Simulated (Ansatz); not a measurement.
Take a crystal in which Ta has been replaced by Hf on all its sites, with the cell rescaled by a rough guess (in some cases also distorted within its space group) and nothing relaxed:

```
Hf N
1.0
     2.98412    0.00000    0.00000
    -1.49206    2.58432    0.00000
     0.00000    0.00000    5.13338
Hf N
2 2
Direct
  0.33333 0.66667 0.03036
  0.66667 0.33333 0.53036
  0.33333 0.66667 0.35464
  0.66667 0.33333 0.85464
```

These are results of DFT PBEsol, scalar-relativistic, plane waves, PAW (Ansatz 0.2.0), not measurements.

Settings: cutoff 420 eV, Γ-centred mesh 18×18×8 on the computed 4-atom cell, Gaussian smearing of 0.10 eV; no spin polarisation.

(1) Will this cell want to expand or contract, and how hard?

(2) Is it a metal on this mesh?

(3) What is its energy against the elements in their standard states?

Spin-orbit coupling is left out, which matters for the bands of heavy elements.

## Answers

(1) The pressure is 160.9 GPa (positive in compression), so the cell would expand.

(2) Yes, a band crosses the Fermi level.

(3) +0.597 eV/atom at this unrelaxed geometry, with the elements in the same functional.

This wurtzite form isn't the usual stable structure of the compound.